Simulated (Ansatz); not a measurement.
**Gallium, diamond under revPBE: ground state and equation of state**

The plan for gallium in the diamond structure: relax it, solve it on a dense k-mesh, then scale the cell to 7 volumes from 88 to 112 % of the relaxed one and try a fit of the equation of state. Spin polarisation is left out. The k-meshes are 9×9×9 for the relaxation; 15×15×15 for the dense run; 10×10×10 for the volumes.

Program: Ansatz 0.2.0. Level of theory: DFT revPBE, plane waves (420 eV) with PAW, scalar-relativistic; PBE-made PAW files. These are calculated values, not measurements.

**1. Starting point**

It takes space group Fd-3m (No. 227, cubic). The conventional cell has a = 5.959 Å, b = 5.959 Å, c = 5.959 Å, α = 90.00°, β = 90.00°, γ = 90.00°. Ga (site symmetry -43m) is surrounded by 4 Ga at 2.58 Å.

Structure file:

```xyz
2
Lattice="0.0000 2.9796 2.9796 2.9796 0.0000 2.9796 2.9796 2.9796 0.0000" Properties=species:S:1:pos:R:3 pbc="T T T"
Ga    0.7449    0.7449    0.7449
Ga    5.2143    5.2143    5.2143
```

**2. Relaxing cell and atoms**

Input file input.yaml:

```yaml
crystal:
  lattice:
    - [0.0, 2.9796103622, 2.9796103622]
    - [2.9796103622, 0.0, 2.9796103622]
    - [2.9796103622, 2.9796103622, 0.0]
  atoms:
    - { symbol: Ga, position: [0.125, 0.125, 0.125] }
    - { symbol: Ga, position: [0.875, 0.875, 0.875] }
hamiltonian:
  xc: revpbe
  pseudopotentials:
    kind: paw
    azcp:
      Ga: "pseudopotentials/Ga.paw.azcp"
basis:
  ecutwfc: 420
  fft_grid_basis: typed
kpoints:
  mp_grid: { grid: [9, 9, 9], shift: [0, 0, 0] }
magnetization:
  spin_polarized: false
scf:
  occupations: { method: fermi_dirac, width: 0.1 }
relax:
  max_steps: 60
  f_tol: 0.01
  cell: {}
```

What it wrote (excerpt; [...] marks lines left out):

```text
Warning: RAYON_NUM_THREADS=2 ignored (pool sized by the plan → 2); use --threads N
[...]
Pseudopotentials: kind: paw
Pseudopotential: Ga, paw, valence charge 13, recommended cutoff 420 eV (normal), <dir>
Functional definition: revPBE
[...]
Crystal: 2 atoms, lattice volume = 52.906 Å³
Basis set: ecut = 420 eV, 1037 PW (Γ), exchange–correlation on 60×60×60 points (8 copies of the dense FFT grid, shifted against one another)
Bands: 17, of which v1, the nominal top of the filled ones, is band 13 counted from 1 (12 counted from 0)
Symmetry: 48 space group operations
Space group: Fd-3m (ITA 227), of the structure as read, at distance tolerance 3.8e-5 Å
k-points: 35 of 729
[...]
SCF iter   1: F=—  HF=-7573.487619 eV  |F-HF|=—  |Δ(HF+E_count)|=         —  Δρ=3.30e-3  dr2=3.05e-3  ethr=1.77e-3  ⟨swp⟩=5.1  Hψ=2739  notcnv=0
[...]
relax step   1: F+E_penalty+E_count = -7573.48610736 eV  Δ(F+E_penalty+E_count) = +0.000e0 eV  max|allowed force component| = 1.388e-17 eV/Å  Δτ_max = 0.0000 Å  P = -0.201 GPa  Ω = 52.906 Å³  (6 SCF iters, dr2 threshold 1.00e-7 eV, accepted)
[...]
relax step   3: F+E_penalty+E_count = -7573.48639325 eV  Δ(F+E_penalty+E_count) = -5.757e-5 eV  max|allowed force component| = 4.857e-17 eV/Å  Δτ_max = 0.0000 Å  P = +0.001 GPa  Ω = 52.569 Å³  energy of the carried Pulay correction = +7.388e-5 eV  (5 SCF iters, dr2 threshold 1.43e-8 eV, accepted)
[...]
relax step   4: F+E_penalty+E_count = -7573.48631611 eV  Δ(F+E_penalty+E_count) = +7.714e-5 eV  max|allowed force component| = 3.701e-17 eV/Å  Δτ_max = 0.0000 Å  P = +0.002 GPa  Ω = 52.569 Å³  stress off target by 1.84e-3 GPa  SCF on the basis re-selected at this cell (its energy is not [...]
SCF converged after 6 iterations
Free energy (F): -7573.486316 eV
[...]
E sigma→0 (E₀):  -7573.461860 eV
Entropy (-TS):   -0.048913 eV (-24.456 meV/atom)
Fermi energy:    5.478270 eV
[...]
--- Forces (eV/Å), atoms counted from 1 ---
  atom   1  Ga    -0.00000000     0.00000000    -0.00000000
  atom   2  Ga    -0.00000000    -0.00000000     0.00000000
[...]
--- Stress (GPa, compression-positive) ---
        0.001841       0.000000      -0.000000
       -0.000000       0.001841      -0.000000
       -0.000000       0.000000       0.001841
  P = ⅓ Tr σ = 0.0018 GPa (0.018 kbar)
--- Relaxed structure (3 steps of the walk, 3 accepted, 1 SCFs on fresh bases) ---
  F+E_penalty+E_count = -7573.48631611 eV   max|allowed force component| = 3.701e-17 eV/Å   (the final SCF, on the basis selected at the relaxed cell)
  cell:  # Å, volume = 52.5689 Å³
    - [-1.4649194594574818e-34, 2.973260877443596, 2.973260877443596]
    - [2.973260877443596, -4.2594125587486576e-34, 2.973260877443596]
    - [2.973260877443596, 2.973260877443596, 2.2690328583988175e-34]
  atoms:
    - { symbol: Ga, position: [0.125, 0.125, 0.125] }
    - { symbol: Ga, position: [0.875, 0.875, 0.875] }
```

Wall time 4.1 s (2 threads of Intel Xeon Platinum 8259CL at 2.50GHz (Skylake/Cascade Lake), shared host); peak memory 0.41 GiB.

Step by step:

```csv
step,energy change (meV/atom),largest force (eV/Å),pressure (GPa),volume (Å³/atom)
1,0.00,0.0000,-0.20,26.453
2,-0.11,0.0000,-0.08,26.348
3,-0.14,0.0000,0.00,26.284
4,-0.10,0.0000,0.00,26.284
```

Steps that repeat a cell are solved on a basis chosen anew, so their changes of energy are no gain of the relaxation.

The cell of the run, before and after:

|  | before | after | change |
| --- | --- | --- | --- |
| a (Å) | 4.214 | 4.205 | -0.2 % |
| b (Å) | 4.214 | 4.205 | -0.2 % |
| c (Å) | 4.214 | 4.205 | -0.2 % |
| volume (Å³/atom) | 26.453 | 26.284 | -0.6 % |
| shortest distance (Å) | 2.580 | 2.575 | -0.2 % |
| space group (spins left aside) | Fd-3m | Fd-3m | same |

**3. The energy on a finer k-mesh**

Input file input.yaml:

```yaml
crystal:
  lattice:
    - [0.0, 2.9732608774, 2.9732608774]
    - [2.9732608774, 0.0, 2.9732608774]
    - [2.9732608774, 2.9732608774, 0.0]
  atoms:
    - { symbol: Ga, position: [0.125, 0.125, 0.125] }
    - { symbol: Ga, position: [0.875, 0.875, 0.875] }
hamiltonian:
  xc: revpbe
  pseudopotentials:
    kind: paw
    azcp:
      Ga: "pseudopotentials/Ga.paw.azcp"
basis:
  ecutwfc: 420
  fft_grid_basis: typed
kpoints:
  mp_grid: { grid: [15, 15, 15], shift: [0, 0, 0] }
magnetization:
  spin_polarized: false
scf:
  occupations: { method: fermi_dirac, width: 0.1 }
```

What it wrote (excerpt; [...] marks lines left out):

```text
Warning: RAYON_NUM_THREADS=2 ignored (pool sized by the plan → 2); use --threads N
[...]
[... 3 set-up lines as earlier in the session ...]
[...]
Crystal: 2 atoms, lattice volume = 52.569 Å³
Basis set: ecut = 420 eV, 965 PW (Γ)
Bands: 17, of which v1, the nominal top of the filled ones, is band 13 counted from 1 (12 counted from 0)
[... 1 set-up line as earlier in the session ...]
Space group: Fd-3m (ITA 227), of the structure as read, at distance tolerance 3.7e-5 Å
k-points: 120 of 3375
[...]
SCF iter   1: F=—  HF=-7573.488455 eV  |F-HF|=—  |Δ(HF+E_count)|=         —  Δρ=3.33e-3  dr2=3.13e-3  ethr=1.77e-3  ⟨swp⟩=5.0  Hψ=9536  notcnv=0
[...]
SCF iter   6: F=-7573.486980 eV  HF=-7573.486980 eV  |F-HF|=8.30e-9  |Δ(HF+E_count)|=   3.34e-8  Δρ=5.06e-6  dr2=7.88e-9  ethr=3.85e-10  ⟨swp⟩=3.0  Hψ=5233  notcnv=0
[...]
SCF converged after 6 iterations
Free energy (F): -7573.486980 eV
[...]
E sigma→0 (E₀):  -7573.463843 eV
Entropy (-TS):   -0.046273 eV (-23.136 meV/atom)
Fermi energy:    5.464755 eV
[...]
```

Run time: 2.3 s. Hardware: 2 threads of Intel Xeon Platinum 8259CL at 2.50GHz (Skylake/Cascade Lake), shared host; peak memory 0.42 GiB.

**4. The cell scaled to 88 % of its volume**

Input file input.yaml:

```yaml
crystal:
  lattice:
    - [0.0, 2.8492282417, 2.8492282417]
    - [2.8492282417, 0.0, 2.8492282417]
    - [2.8492282417, 2.8492282417, 0.0]
  atoms:
    - { symbol: Ga, position: [0.125, 0.125, 0.125] }
    - { symbol: Ga, position: [0.875, 0.875, 0.875] }
hamiltonian:
  xc: revpbe
  pseudopotentials:
    kind: paw
    azcp:
      Ga: "pseudopotentials/Ga.paw.azcp"
basis:
  ecutwfc: 420
  fft_grid_basis: typed
kpoints:
  mp_grid: { grid: [10, 10, 10], shift: [0, 0, 0] }
magnetization:
  spin_polarized: false
scf:
  occupations: { method: fermi_dirac, width: 0.1 }
  lower_state_search: "off"
output:
  stress: true
```

What it wrote (excerpt; [...] marks lines left out):

```text
Warning: RAYON_NUM_THREADS=2 ignored (pool sized by the plan → 2); use --threads N
[...]
[... 3 set-up lines as earlier in the session ...]
[...]
Crystal: 2 atoms, lattice volume = 46.261 Å³
Basis set: ecut = 420 eV, 893 PW (Γ)
Bands: 17, of which v1, the nominal top of the filled ones, is band 13 counted from 1 (12 counted from 0)
[... 1 set-up line as earlier in the session ...]
Space group: Fd-3m (ITA 227), of the structure as read, at distance tolerance 3.6e-5 Å
k-points: 47 of 1000
[...]
SCF iter   1: F=—  HF=-7573.395613 eV  |F-HF|=—  |Δ(HF+E_count)|=         —  Δρ=3.62e-3  dr2=3.18e-3  ethr=1.77e-3  ⟨swp⟩=5.1  Hψ=3757  notcnv=0
[...]
SCF iter   6: F=-7573.394241 eV  HF=-7573.394241 eV  |F-HF|=4.23e-10  |Δ(HF+E_count)|=   3.58e-8  Δρ=2.91e-6  dr2=2.18e-9  ethr=3.85e-10  ⟨swp⟩=4.0  Hψ=2808  notcnv=0
[...]
SCF converged after 6 iterations
Free energy (F): -7573.394241 eV
[...]
E sigma→0 (E₀):  -7573.375078 eV
Entropy (-TS):   -0.038326 eV (-19.163 meV/atom)
Fermi energy:    6.698983 eV
[...]
--- Stress (GPa, compression-positive) ---
        5.554179       0.000000      -0.000000
       -0.000000       5.554179       0.000000
       -0.000000      -0.000000       5.554179
  P = ⅓ Tr σ = 5.5542 GPa (55.542 kbar)
```

It took 1.3 s on 2 threads of Intel Xeon Platinum 8259CL at 2.50GHz (Skylake/Cascade Lake), shared host; peak memory 0.37 GiB.

**5. The cell scaled to 92 % of its volume**

input.yaml, as its differences from that of step 4:

```diff
@@ -2,5 +2,5 @@
   lattice:
-    - [0.0, 2.8492282417, 2.8492282417]
-    - [2.8492282417, 0.0, 2.8492282417]
-    - [2.8492282417, 2.8492282417, 0.0]
+    - [0.0, 2.8917603068, 2.8917603068]
+    - [2.8917603068, 0.0, 2.8917603068]
+    - [2.8917603068, 2.8917603068, 0.0]
   atoms:
```

What it wrote (excerpt; [...] marks lines left out):

```text
Warning: RAYON_NUM_THREADS=2 ignored (pool sized by the plan → 2); use --threads N
[...]
[... 3 set-up lines as earlier in the session ...]
[...]
Crystal: 2 atoms, lattice volume = 48.363 Å³
Basis set: ecut = 420 eV, 941 PW (Γ)
Bands: 17, of which v1, the nominal top of the filled ones, is band 13 counted from 1 (12 counted from 0)
[... 2 set-up lines as earlier in the session ...]
k-points: 47 of 1000
[...]
SCF iter   1: F=—  HF=-7573.453003 eV  |F-HF|=—  |Δ(HF+E_count)|=         —  Δρ=3.62e-3  dr2=3.40e-3  ethr=1.77e-3  ⟨swp⟩=5.1  Hψ=3736  notcnv=0
[...]
SCF iter   6: F=-7573.451483 eV  HF=-7573.451483 eV  |F-HF|=3.32e-9  |Δ(HF+E_count)|=   6.80e-8  Δρ=3.40e-6  dr2=3.56e-9  ethr=3.85e-10  ⟨swp⟩=4.0  Hψ=2814  notcnv=0
[...]
SCF converged after 6 iterations
Free energy (F): -7573.451483 eV
[...]
E sigma→0 (E₀):  -7573.431748 eV
Entropy (-TS):   -0.039470 eV (-19.735 meV/atom)
Fermi energy:    6.252010 eV
[...]
--- Stress (GPa, compression-positive) ---
        3.255361       0.000000       0.000000
        0.000000       3.255361      -0.000000
        0.000000       0.000000       3.255361
  P = ⅓ Tr σ = 3.2554 GPa (32.554 kbar)
```

Run time: 1.1 s. Hardware: 2 threads of Intel Xeon Platinum 8259CL at 2.50GHz (Skylake/Cascade Lake), shared host; peak memory 0.39 GiB.

**6. The cell scaled to 96 % of its volume**

input.yaml, as its differences from that of step 5:

```diff
@@ -2,5 +2,5 @@
   lattice:
-    - [0.0, 2.8917603068, 2.8917603068]
-    - [2.8917603068, 0.0, 2.8917603068]
-    - [2.8917603068, 2.8917603068, 0.0]
+    - [0.0, 2.9330767504, 2.9330767504]
+    - [2.9330767504, 0.0, 2.9330767504]
+    - [2.9330767504, 2.9330767504, 0.0]
   atoms:
```

What it wrote (excerpt; [...] marks lines left out):

```text
Warning: RAYON_NUM_THREADS=2 ignored (pool sized by the plan → 2); use --threads N
[...]
[... 3 set-up lines as earlier in the session ...]
[...]
Crystal: 2 atoms, lattice volume = 50.466 Å³
Basis set: ecut = 420 eV, 965 PW (Γ)
Bands: 17, of which v1, the nominal top of the filled ones, is band 13 counted from 1 (12 counted from 0)
[... 2 set-up lines as earlier in the session ...]
k-points: 47 of 1000
[...]
SCF iter   1: F=—  HF=-7573.483318 eV  |F-HF|=—  |Δ(HF+E_count)|=         —  Δρ=3.53e-3  dr2=3.40e-3  ethr=1.77e-3  ⟨swp⟩=5.0  Hψ=3731  notcnv=0
[...]
SCF iter   6: F=-7573.481744 eV  HF=-7573.481744 eV  |F-HF|=1.23e-9  |Δ(HF+E_count)|=   7.26e-8  Δρ=2.65e-6  dr2=2.69e-9  ethr=3.85e-10  ⟨swp⟩=4.0  Hψ=2809  notcnv=0
[...]
SCF converged after 6 iterations
Free energy (F): -7573.481744 eV
[...]
E sigma→0 (E₀):  -7573.461278 eV
Entropy (-TS):   -0.040933 eV (-20.466 meV/atom)
Fermi energy:    5.845689 eV
[...]
--- Stress (GPa, compression-positive) ---
        1.429239      -0.000000      -0.000000
       -0.000000       1.429239      -0.000000
        0.000000      -0.000000       1.429239
  P = ⅓ Tr σ = 1.4292 GPa (14.292 kbar)
```

Wall time 1.8 s (2 threads of Intel Xeon Platinum 8259CL at 2.50GHz (Skylake/Cascade Lake), shared host); peak memory 0.39 GiB.

[end of part 1 of 2]
